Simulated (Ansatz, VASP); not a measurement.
Two plane-wave programs on Li2S

```
S Li
1.0
     0.00000    2.84450    2.84450
     2.84450    0.00000    2.84450
     2.84450    2.84450    0.00000
S Li
1 2
Direct
  0.00000 0.00000 0.00000
  0.75000 0.75000 0.75000
  0.25000 0.25000 0.25000
```

Alike in both runs: task single point; functional PBEsol; k mesh 8 × 8 × 8; occupations gaussian, width 0.05 eV; no spin polarisation.

|  | VASP | Ansatz |
| --- | --- | --- |
| version | VASP 6.6.1 | Ansatz 0.2.0 |
| potentials or method | VASP PAW PBE potentials, release 64 (S, Li_sv) | Ansatz PAW |
| plane-wave cutoff (eV) | 520 | 420 |
| valence electrons in the cell | 12 | 12 |

Ansatz gave:

| Quantity | Value |
| --- | --- |
| gap on the k mesh at the Fermi level (eV) | 3.22 |
| least direct gap on the mesh (eV) | 4.12 |

Estimate VASP's values.

gap on the k mesh at the Fermi level (eV): 3.22; least direct gap on the mesh (eV): 4.13.

 As with any semilocal functional, this PBEsol gap is likely too small. A k mesh can miss the band edges.
